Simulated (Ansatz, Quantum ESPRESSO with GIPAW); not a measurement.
# Y2CN2O2: what the 13C spectrum says of the structure

A crystal of composition Y2CN2O2 (one database entry, not always the ambient form) has the 13C spectrum and parameters below, calculated by GIPAW (PBEsol; shifts against TMS, scatter of the reference line 0.8 ppm; spans on the shift scale).

Simulated spectrum: 13C MAS at 15 kHz, 20 T (214.2 MHz), lines broadened by 1.2 ppm; rigid lattice, with dipolar and J couplings left out. Its lines over 1.5 % of the strongest:

```
δ (ppm)  area
  343.9  0.03
  273.8  0.22
  203.8  1.00
  133.8  0.70
   63.7  0.31
   -6.3  0.38
  -76.3  0.10
 -146.4  0.03
```

| line | δ_iso (ppm) | relative area | span (ppm) | skew |
| --- | --- | --- | --- | --- |
| A | 133.8 | 1 | 335.4 | 1.00 |

What coordination and symmetry does each C site have?

A: skew ±1 point to an axis of order three or more.  The structure behind these values (space group P6_3/mmc; other structures could give like values):

```
line  surroundings  neighbours  bonds (Å)  site symmetry
   A           CN2           2      1.234           -6m2
```

[Banner, clock, file and message-heading lines were taken out of the pw.x and gipaw.x logs.]

[Logs are printed without paths, hosts, clocks, repeated set-up lines and the standing remarks that a program may print on its own settings, such as how far it seeks lower states.]

[Hosts, paths, dates, database ids (printed as entryN), source tags and the programs' standing remarks are cut or masked in the printed files.]
